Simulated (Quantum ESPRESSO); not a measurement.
The system is GaN.

```xyz
2
Lattice="0.0000 2.2535 2.2535 2.2535 0.0000 2.2535 2.2535 2.2535 0.0000" Properties=species:S:1:pos:R:3 pbc="T T T"
Ga    0.0000    0.0000    0.0000
N     1.1268    1.1268    1.1268
```

The cell is a database's computed one.

Base run:

- Program: Quantum ESPRESSO 7.5
- Functional: BP86
- Potentials or basis: PseudoDojo 0.4.1 SR PBE standard
- Cutoff: 1143 eV
- Density cutoff: 4572 eV
- k mesh: 10 × 10 × 10
- Occupations: fermi-dirac, width 0.05 eV
- Spin: no spin polarisation

Its results: band gap on the k mesh 1.77 eV, direct; pressure 5.8 GPa.

Problem. After a change of settings the same cell gave: band gap on the k mesh 1.76 eV, direct; pressure 13.8 GPa. Which change was it?
A. functional from BP86 to vdW-DF2
B. functional from BP86 to LDA; potentials or basis from PseudoDojo 0.4.1 SR PBE standard to PseudoDojo 0.4.1 SR LDA standard
C. functional from BP86 to PBE; potentials or basis from PseudoDojo 0.4.1 SR PBE standard to Ansatz NC SR PBE; cutoff from 1143 eV to 1238 eV; density cutoff from 4572 eV to 4952 eV
D. functional from BP86 to PBEsol; potentials or basis from PseudoDojo 0.4.1 SR PBE standard to PseudoDojo 0.4.1 SR PBEsol standard

Solution. A.

Caveats: the potentials were made for another functional, which shifts forces and pressure.

Not every run made on this cell is shown here.
